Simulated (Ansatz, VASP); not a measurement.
**One calculation of BAs, two programs**

```
CELL_PARAMETERS angstrom
2.89230 0.00000 0.00000
0.00000 2.89230 0.00000
0.00000 0.00000 2.89230
ATOMIC_POSITIONS crystal
B 0.00000 0.00000 0.00000
As 0.50000 0.50000 0.50000
```

Measurements of this composition are mostly on another form, of space group No. 216.

Alike in both runs: task single point; functional LDA; k mesh 6 × 6 × 6; occupations gaussian, width 0.05 eV; no spin polarisation.

|  | VASP | Ansatz |
| --- | --- | --- |
| version | VASP 6.6.1 | Ansatz 0.2.0 |
| potentials or method | VASP PAW LDA potentials, release 64 (B, As) | scalar-relativistic, plane waves, PAW |
| plane-wave cutoff (eV) | 520 | 420 |
| valence electrons in the cell | 8 | 18 |

VASP gave:

| Quantity | Value |
| --- | --- |
| gap on the k mesh at the Fermi level (eV) | none |
| pressure (GPa) | 0.3 |

Problem. Which values does Ansatz return?

Solution. gap on the k mesh at the Fermi level (eV): none; pressure (GPa): -0.2.

A gap of «none» marks a metal or a gap that the smearing closes. The two sets of potentials don't hold the same shells in valence.

Caveats: the k mesh is coarse (spacing up to 0.36 Å⁻¹), so the values aren't converged.
